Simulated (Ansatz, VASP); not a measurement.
Two plane-wave programs on SnO

INCAR

```
PREC = Accurate
ENCUT = 520
EDIFF = 1E-7
ISMEAR = -1
SIGMA = 0.05
LREAL = False
LASPH = True
NELM = 80
ALGO = Normal
ISIF = 2
LWAVE = False
LCHARG = False
GGA = PS
NBANDS = 28
```

KPOINTS

```
Automatic mesh
0
Gamma
  7 7 6
```

The input POSCAR:

```
SnO
1.0
    3.8136952200      0.0000000000      0.0000000000
    0.0000000000      3.8136952200      0.0000000000
    0.0000000000      0.0000000000      4.8869133000
Sn O
2 2
Direct
    0.5000000000      0.0000000000      0.7646261400
    0.0000000000      0.5000000000      0.2353738600
    0.0000000000      0.0000000000      0.0000000000
    0.5000000000      0.5000000000      0.0000000000
```

Contents of input.yaml:

```yaml
crystal:
  lattice:
    - [3.81369522, 0.0, 0.0]
    - [0.0, 3.81369522, 0.0]
    - [0.0, 0.0, 4.8869133]
  atoms:
    - { symbol: Sn, position: [0.5, 0.0, 0.76462614] }
    - { symbol: Sn, position: [0.0, 0.5, 0.23537386] }
    - { symbol: O, position: [0.0, 0.0, 0.0] }
    - { symbol: O, position: [0.5, 0.5, 0.0] }
hamiltonian:
  xc: pbesol
  pseudopotentials: { kind: paw }
kpoints:
  mp_grid: { grid: [7, 7, 6] }
scf:
  occupations: { method: fermi_dirac, width: 0.05 }
output:
  forces: true
  stress: true
  eigenvalues: true
```

The cell is a database's computed one.

Alike in both runs: task single point; functional PBEsol; k mesh 7 × 7 × 6; occupations fermi-dirac, width 0.05 eV; no spin polarisation.

|  | VASP | Ansatz |
| --- | --- | --- |
| version | VASP 6.6.1 | Ansatz 0.2.0 |
| potentials or method | VASP PAW PBE potentials, release 64 (Sn_d, O) | Ansatz PAW |
| plane-wave cutoff (eV) | 520 | 420 |
| valence electrons in the cell | 40 | 40 |

Ansatz gave:

| Item | Value |
| --- | --- |
| gap on the k mesh at the Fermi level (eV) | 0.35 |
| least direct gap on the mesh (eV) | 1.99 |
| pressure (GPa) | -0.5 |
| largest component of the traceless stress (GPa) | 0.10 |
| rms of the force components (eV/Å) | 0.030 |

Q: Which values does VASP return?

A: gap on the k mesh at the Fermi level (eV): 0.37; least direct gap on the mesh (eV): 1.96; pressure (GPa): -0.3; largest component of the traceless stress (GPa): 0.09; rms of the force components (eV/Å): 0.065.

Atom by atom the forces differ by 0.035 eV/Å (rms over components). The functional is the same, so the differences come from potentials, cutoffs and numerics.

Caveats: spin-orbit coupling is left out, which moves the levels of the heavy elements; the PAW data sets were made with another functional, which shifts forces and pressure a little (VASP); an odd mesh through Γ misses points on the zone boundary, where band edges often lie (VASP); odd divisions of the mesh miss points on the zone boundary, where band edges often lie, so the gap on the mesh can be too wide (Ansatz); the pressure holds a Pulay correction of +0.5 GPa for the finite cutoff (Ansatz); the PAW data sets come from PBE, with cores solved anew for the run's functional, which leaves a small shift of forces and pressure (Ansatz). PBEsol gaps usually lie below the measured ones, often by a third to a half.
